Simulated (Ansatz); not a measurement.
Work and stress of cleavage in ZnS

Computed with Ansatz, DFT r2SCAN, scalar-relativistic, plane waves, PAW. The runs took a 500 eV cutoff, a Γ-centred 7×7×2 mesh and Gaussian smearing (0.05 eV). No spin polarisation. Energies are free energies at this smearing, counted from the undisturbed cell; pressure is positive in compression.

Reference structure (relaxed at this level):

```
Zn S
1.0
    -3.80874    0.00000    0.00000
    -1.90437   -3.29846    0.00000
     0.00000    0.00000   12.46647
Zn S
4 4
Direct
  0.00000 0.00000 0.65626
  0.00000 0.00000 0.15626
  0.33333 0.33333 0.90622
  0.66667 0.66667 0.40622
  0.00000 0.00000 0.84339
  0.00000 0.00000 0.34339
  0.33333 0.33333 0.09373
  0.66667 0.66667 0.59373
```

The cut lies on the cell's a–b face, a (0 0 1) plane (indices in the standard cell, whose axes needn't be the Cartesian ones shown) of area 12.56 Å², between layers 2.34 Å apart. Vector c is lengthened by d along the normal with the atoms' Cartesian places fixed: one unrelaxed cut a cell. The traction is positive where the two halves pull on each other.

```
d (Å) energy (J/m²) traction (GPa)
-0.30           0.59           -49.3
-0.15           0.12           -17.5
 0.00           0.00             0.0
 0.25           0.19            12.7
 0.50           0.56            16.1
 0.75           0.96            15.8
 1.00           1.34            14.2
 1.50           1.95            10.0
 2.00           2.36             6.3
 3.00           2.74             2.0
 4.50           2.91             0.6
 6.00           2.97             0.3
```

What are the work of separation and the cleavage stress, and do they fit the universal binding curve?

The energy levels off near W ≈ 2.97 J/m² (the traction is down to 0.3 GPa), the energy of the two unrelaxed faces, 1.48 J/m² each on average. The largest sampled traction is 16.1 GPa at d = 0.50 Å, and a parabola through it and its two neighbours peaks at σ_max ≈ 16.4 GPa, d ≈ 0.60 Å. The curve E = W[1 − (1 + d/ℓ)exp(−d/ℓ)] peaks in traction at d = ℓ with σ_max = W/(eℓ); with 1 J/m² per Å = 10 GPa this W and σ_max give ℓ = 0.67 Å. A parabola through that curve at the same three d peaks at 0.66 Å, against 0.60 Å here, a fair fit. The cut parts unlike faces (Zn and S); in an ionic crystal that makes them polar, and the energy then depends on the thickness of the slab. The opened faces are metallic here, and spin polarisation, left out, could lower W. Real crystals break at far lower stress, because cracks concentrate it, and on the plane of lowest W, which needn't be this one.

The cut is rigid; relaxing the faces lowers these energies and usually the stresses.

The gap closes along the scan, which can put kinks into the curve.

Cost: 12 runs of about 6.3 core-minutes in all, on Arm Neoverse V2 (shared hosts).